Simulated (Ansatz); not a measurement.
## What internal relaxation does to the elastic constants of AlGa₃N₄

Theory: DFT PBEsol, scalar-relativistic, plane waves, PAW in Ansatz 0.2.0. Cutoff 420 eV, 6×6×6 k-points (Γ-centred), fixed occupations. No spin polarisation.

The cell, relaxed at this level:
```yaml
crystal:
  lattice:
    - [4.46757, 0.00000, 0.00000]
    - [0.00000, 4.46757, 0.00000]
    - [0.00000, 0.00000, 4.46757]
  atoms:
    - { symbol: Al, position: [0.00000, 0.00000, 0.00000] }
    - { symbol: Ga, position: [0.50000, 0.50000, 0.00000] }
    - { symbol: Ga, position: [0.50000, 0.00000, 0.50000] }
    - { symbol: Ga, position: [0.00000, 0.50000, 0.50000] }
    - { symbol: N, position: [0.75503, 0.75503, 0.24497] }
    - { symbol: N, position: [0.75503, 0.24497, 0.75503] }
    - { symbol: N, position: [0.24497, 0.75503, 0.75503] }
    - { symbol: N, position: [0.24497, 0.24497, 0.24497] }
```

Clamped-ion constants (GPa, Voigt order; atoms follow the strain homogeneously):
```
274.8 149.7 149.7   0.0   0.0   0.0
149.7 274.8 149.7   0.0   0.0   0.0
149.7 149.7 274.8   0.0   0.0   0.0
  0.0   0.0   0.0 198.4   0.0   0.0
  0.0   0.0   0.0   0.0 198.4   0.0
  0.0   0.0   0.0   0.0   0.0 198.4
```

Question: What are the constants once the atoms relax in each strained cell?

Answer:
C11 = 274.5, C12 = 149.9, C13 = 149.9, C22 = 274.5, C23 = 149.9, C33 = 274.5, C44 = 156.6, C55 = 156.6, C66 = 156.6 GPa; the others vanish.
The Voigt shear modulus goes from 144.1 to 118.9 GPa and the Voigt bulk modulus doesn't change. Relaxation subtracts ΛᵀK⁻¹Λ/V, with Λ the forces that a strain puts on the atoms and K the zone-centre force constants. At a stable cell this can only lower the diagonal constants, and it acts only for strains that share their symmetry with an optical mode; elsewhere, and where the coupling is weak, the constants hardly move.